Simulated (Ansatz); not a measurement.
SnO2:

```
Sn O
1.0
     0.00000    2.57415    2.57415
     2.57415    0.00000    2.57415
     2.57415    2.57415    0.00000
Sn O
1 2
Direct
  0.00000 0.00000 0.00000
  0.75000 0.75000 0.75000
  0.25000 0.25000 0.25000
```

Measurements of this composition are mostly on another form, of space group No. 136.

Program: Ansatz 0.2.0. Alike in all runs: potentials or basis Ansatz PAW; no spin polarisation; cell as given; k mesh 5 × 5 × 5; cutoff (eV) 420; smearing fermi-dirac 0.05 eV; the mesh is coarse, so values aren't converged.

**Question.** Order these runs on this cell by their band gap on the k mesh, lowest first.
A. level HSE06; points for each segment of the path 4
B. level HSE03; points for each segment of the path 4
C. level B3LYP

**Answer.** B (1.06 eV), A (1.28 eV), C (1.56 eV).

Caveats: all runs use coarse meshes; spin-orbit coupling is left out, which moves the levels of the heavy elements; the k mesh misses the band edges, so the gap on the mesh is wider than the one along the path (some runs); odd divisions of the mesh miss points on the zone boundary, where band edges often lie, so the gap on the mesh can be too wide (some runs).
